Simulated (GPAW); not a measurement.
Runs of GPAW 26.7.0 on As. The structure is trigonal, space group R-3m (No. 166). Conventional cell: a = 3.762 Å, b = 3.762 Å, c = 10.542 Å, α = 90.00°, β = 90.00°, γ = 120.00°. As (site symmetry 3m) has 3 As at 2.51 Å as nearest neighbours. 

```tsv
task	level	potentials or basis	cell	k mesh	cutoff (eV)	maxiter	eigensolver	optimizer	fmax	max steps	mesh quality	gap on the mesh (eV)	pressure (GPa)	relaxed volume (Å³/atom)	largest force (eV/Å)
single point	PBE	GPAW PAW data sets (gpaw-data 1.2.1), pw	as given	9 × 9 × 9	600	150	-	-	-	-	not flagged	none	(a)	-	0.48
relaxation of cell and atoms	revTPSS+D3(BJ)	GPAW PAW data sets (gpaw-data 1.2.1), pw	relaxed	6 × 6 × 6	600	150	davidson	FIRE	0.02 eV/Å	60	not flagged	none	-0.1	(c)	0.01
relaxation of cell and atoms	PBE+D3(BJ)	GPAW PAW data sets (gpaw-data 1.2.1), pw	relaxed	6 × 6 × 6	600	150	-	LBFGS	0.02 eV/Å	60	not flagged	none	0.1	21.04	0.02
one-shot levels of the hybrid HSE06	LDA	the program's PAW data sets (release 1.2.1) made for this functional, pw	as given	4 × 4 × 4	500	150	-	-	-	-	coarse	0.05	-1.2	-	0.05
band structure	PBE	PAW data sets generated in the run's folder for this functional, pw	as given	6 × 6 × 6	600	150	-	-	-	-	not flagged	-	(b)	-	0.38
single point	LDA	the program's PAW data sets (release 1.2.1) made for this functional, pw	as given	7 × 7 × 7	450	120	-	-	-	-	not flagged	none	-1.2	-	0.28
```

Alike in all rows: no spin polarisation; smearing fermi-dirac 0.05 eV.

Estimate the missing entries.

(a) 3.9; (b) 3.8; (c) 19.94.

Caveats: some runs use coarse meshes; later steps reuse the first step's grids (some runs); pairwise dispersion overbinds metals, which lowers pressure and volume (some runs); the cutoff is short for stress and forces, so pressures can be off by a GPa or more (some runs); the PAW data sets were made with another functional, which shifts forces and pressure a little (some runs); energy and the plain gap are those of the semilocal run (some runs); the hybrids' values are one shot on its orbitals and mesh (some runs).

A k mesh can miss the band edges, and the runs leave out spin-orbit coupling on As.

A gap of «none» marks a metal or a gap under the smearing width.

Not every run made on this cell is shown here.
